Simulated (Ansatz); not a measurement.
# Al(110) / 3 layers Pt(110) / Al(110): resistance against film thickness, part 2 of 2

Wanted: interface resistance and thickness dependence for Al(110) / 3 layers Pt(110) / Al(110).

Ansatz 0.2.0; Ansatz plane-wave DFT, PBE, PAW files; ballistic transport by layer matching (Landauer), zero bias; PAW set soft_1.

So far. Step 5 (With 8 layers, k-mesh 13×9×1, film layers 8): The conductance of the junction is 4.0e14 S/m², 13 % under the 4.6e14 S/m² of the last finished run, no more than the error estimates, leads' steps apart, of 9 and 11 % together. The estimate from the leads' steps, 34 %, is larger still.

**6. With 10 layers, k-mesh 13×9×1, film layers 10**

The stack now holds 10 film layers; the k-mesh follows the cell, and the energies span -0.27 to 0.27 eV.

System of this step: Al(110) / 10 layers Pt(110) / Al(110). The cell holds 22 atoms: 12 Al and 10 Pt. Cell: a = 2.862 Å, b = 4.048 Å, c = 30.189 Å, α = 90.0°, β = 90.0°, γ = 90.0°. It derives from Al and Pt. Regions: lead, 12 atoms (12 Al); films, 10 atoms (10 Pt). The structure is stacked along c, and the current runs across the ab planes.

input.yaml reads:

```yaml
crystal:
  lattice:
    - [2.862347037, 0.0, 0.0]
    - [0.0, 4.04797, 0.0]
    - [0.0, 0.0, 30.1888601645]
  atoms:
    - { symbol: Al, position: [0.0, 0.0, 0.0237036693] }
    - { symbol: Al, position: [0.5, 0.5, 0.071111008] }
    - { symbol: Al, position: [0.0, 0.0, 0.1185183467] }
    - { symbol: Al, position: [0.5, 0.5, 0.1659256854] }
    - { symbol: Al, position: [0.0, 0.0, 0.2133330241] }
    - { symbol: Al, position: [0.5, 0.5, 0.2607403628] }
    - { symbol: Pt, position: [0.0, 0.0, 0.3059996289] }
    - { symbol: Pt, position: [0.5, 0.5, 0.3491108225] }
    - { symbol: Pt, position: [0.0, 0.0, 0.3922220161] }
    - { symbol: Pt, position: [0.5, 0.5, 0.4353332096] }
    - { symbol: Pt, position: [0.0, 0.0, 0.4784444032] }
    - { symbol: Pt, position: [0.5, 0.5, 0.5215555968] }
    - { symbol: Pt, position: [0.0, 0.0, 0.5646667904] }
    - { symbol: Pt, position: [0.5, 0.5, 0.6077779839] }
    - { symbol: Pt, position: [0.0, 0.0, 0.6508891775] }
    - { symbol: Pt, position: [0.5, 0.5, 0.6940003711] }
    - { symbol: Al, position: [0.0, 0.0, 0.7392596372] }
    - { symbol: Al, position: [0.5, 0.5, 0.7866669759] }
    - { symbol: Al, position: [0.0, 0.0, 0.8340743146] }
    - { symbol: Al, position: [0.5, 0.5, 0.8814816533] }
    - { symbol: Al, position: [0.0, 0.0, 0.928888992] }
    - { symbol: Al, position: [0.5, 0.5, 0.9762963307] }
kpoints:
  mp_grid: { grid: [13, 9, 1] }
hamiltonian:
  xc: pbe
  pseudopotentials: { kind: paw, azcp: { folder: soft_1 } }
scf:
  occupations: { method: fermi_dirac, width: 0.1 }
output:
  transmission:
    leads: [[0, 1]]
    kmesh: [26, 18]
    e_range: [-0.27, 0.27]
    de: 0.036
  write_potential: true
  write_density: true
  volumetric_format: npy
```

On the command line:

```
$ ansatz run input.yaml --threads 4 --pin off --max-ram 8192MiB --backend cpu --events-out ev --progress --plain --runs-dir out
```

Run time: 3.6 min. Hardware: 4 threads of Intel Xeon Platinum 8488C (Sapphire Rapids), shared host; peak memory 1.8 GiB.

Numbers from this step:

```
free energy                                                                : -131699.1543 eV
energy at zero smearing                                                    : -131698.8716 eV
Fermi energy                                                               : 14.56 eV
step of the lead's potential                                               : 6 meV
estimated errors of the lead's conductance                                 : 0, 7, 0 % (band edges, k-mesh, distance from neutral)
lead conductance per cell                                                  : 2.176 G₀
conductance of the junction                                                : 4.16e14 S/m²
junction conductance per cell                                              : 0.6221 G₀
estimated errors of the junction's conductance                             : 0.4, 0.2, 10.3, 2995, 0.2 % (energy step, band edges, k-mesh, leads' steps, distance from neutral)
area resistance that the stack adds (contact term taken off, spin by spin) : 1.717 fΩ m²
```

Per spin. Transmission, zone mean against energy, zero at the Fermi level:

```
energy (eV)  transmission, zone mean
     -0.270                    0.636
     -0.234                    0.637
     -0.198                    0.626
     -0.162                    0.581
     -0.126                    0.615
     -0.090                    0.610
     -0.054                    0.633
     -0.018                    0.599
      0.018                    0.610
      0.054                    0.664
      0.090                    0.671
      0.126                    0.695
      0.162                    0.756
      0.198                    0.795
      0.234                    0.814
      0.270                    0.840
```

The conductance of the junction is 4.2e14 S/m², 3.1 % over the 4.0e14 S/m² of the last finished run, within the error estimates, leads' steps apart, of 11 and 10 %. The estimate from the leads' steps, 2995 %, is larger still.

**7. All levels side by side**

Times are for 4 threads of Intel Xeon Platinum 8488C (Sapphire Rapids), shared host. Results by setting:

```csv
no.,film layers,"area resistance that the stack adds (contact term taken off, spin by spin) (fΩ m²)",conductance of the junction (S/m²),time,memory (GiB)
1,3,1.239,5.19e14,4.9 min,1.2
2,5,1.258,5.14e14,2.5 min,1.2
3,6,1.466,4.65e14,2.5 min,1.3
4,8,1.788,4.04e14,3.1 min,1.5
5,10,1.717,4.16e14,3.6 min,1.8
```

**8. With 5 layers**

The run is repeated with changed settings as a check of sensitivity.

This step: Ansatz plane-wave DFT, PBE, PAW files; ballistic transport by layer matching (Landauer), zero bias; changed: output.transmission.kmesh = [20, 14]; PAW set soft_1 (Ansatz 0.2.0).

System of this step: Al(110) / 5 layers Pt(110) / Al(110). The cell holds 18 atoms: 13 Al and 5 Pt. Its edges and angles: a = 2.862 Å, b = 4.048 Å, c = 25.113 Å, α = 90.0°, β = 90.0°, γ = 90.0°. It derives from Al and Pt. Regions: lead, 13 atoms (13 Al); films, 5 atoms (5 Pt). The structure is stacked along c, and the current runs across the ab planes.

input.yaml reads:

```yaml
crystal:
  lattice:
    - [2.862347037, 0.0, 0.0]
    - [0.0, 4.04797, 0.0]
    - [0.0, 0.0, 25.1126447119]
  atoms:
    - { symbol: Al, position: [0.0, 0.0, 0.0284950776] }
    - { symbol: Al, position: [0.5, 0.5, 0.0854852327] }
    - { symbol: Al, position: [0.0, 0.0, 0.1424753879] }
    - { symbol: Al, position: [0.5, 0.5, 0.199465543] }
    - { symbol: Al, position: [0.0, 0.0, 0.2564556982] }
    - { symbol: Al, position: [0.5, 0.5, 0.3134458534] }
    - { symbol: Pt, position: [0.0, 0.0, 0.3678537292] }
    - { symbol: Pt, position: [0.5, 0.5, 0.4196793258] }
    - { symbol: Pt, position: [0.0, 0.0, 0.4715049224] }
    - { symbol: Pt, position: [0.5, 0.5, 0.523330519] }
    - { symbol: Pt, position: [0.0, 0.0, 0.5751561156] }
    - { symbol: Al, position: [0.5, 0.5, 0.6295639915] }
    - { symbol: Al, position: [0.0, 0.0, 0.6865541466] }
    - { symbol: Al, position: [0.5, 0.5, 0.7435443018] }
    - { symbol: Al, position: [0.0, 0.0, 0.800534457] }
    - { symbol: Al, position: [0.5, 0.5, 0.8575246121] }
    - { symbol: Al, position: [0.0, 0.0, 0.9145147673] }
    - { symbol: Al, position: [0.5, 0.5, 0.9715049224] }
kpoints:
  mp_grid: { grid: [13, 9, 1] }
hamiltonian:
  xc: pbe
  pseudopotentials: { kind: paw, azcp: { folder: soft_1 } }
scf:
  occupations: { method: fermi_dirac, width: 0.1 }
output:
  transmission:
    leads: [[0, 1]]
    kmesh: [20, 14]
    e_range: [-0.27, 0.27]
    de: 0.036
  write_potential: true
  write_density: true
  volumetric_format: npy
```

It took 88 s on 4 threads; peak memory 1.2 GiB.

Residual by cycle:

cycle, log10 residual and a bar from the least value:
```
        1        3.3 ##############################
        2        2.7 ############################
        3        0.2 ######################
        4        0.8 #######################
        5       -1.1 ##################
        6       -2.3 ###############
        7       -3.4 ############
        8       -4.9 ########
        9       -5.7 #####
       10       -7.7
```

The run finished with changed settings (output.transmission.kmesh = [20, 14]); it serves as a test.

Side by side:

```
                                                                          quantity  this run  sound run  difference
                                          ballistic conductance of the lead (S/m²)  1.429e15   1.454e15     -2.4e13
                                                    lead conductance per cell (G₀)    2.1376     2.1736     -0.0360
                                                conductance of the junction (S/m²)  5.184e14   5.139e14      4.5e12
                                                junction conductance per cell (G₀)   0.77529    0.76850     0.00679
area resistance that the stack adds (contact term taken off, spin by spin) (fΩ m²)    1.2293      1.258     -0.0287
```

**9. Outcome**

```yaml
area_resistance_3_layers: 1.24 fΩ m²
area_resistance_5_layers: 1.26 fΩ m²
area_resistance_6_layers: 1.47 fΩ m²
area_resistance_8_layers: 1.79 fΩ m²
area_resistance_10_layers: 1.72 fΩ m²
```

**Reading.** The stack adds 1.2 fΩ m² with 3 layers and 1.7 fΩ m² with 10. From 5 to 10 layers it grows by 36 %, though no single step exceeds the two runs' error estimates together; nothing scatters inside a perfect film, so this is no ohmic growth. Atoms sit on ideal sites and aren't relaxed. Spin-orbit coupling is left out, which matters for Pt. The program's error estimates for the conductances, leads' steps apart, run from 7.7 to 11 %. The program's estimate of the error from the leads' steps alone runs to 2995 %, although the steps are small; only longer leads would test it. Pt(110) is stretched by 3.2 % in plane to fit Al(110), at its own atomic volume.

[Logs are printed without paths, hosts, clocks, repeated set-up lines and the standing remarks that a program may print on its own settings, such as how far it seeks lower states.]

[Hosts, paths, dates, database ids (printed as entryN), source tags and the programs' standing remarks are cut or masked in the printed files.]
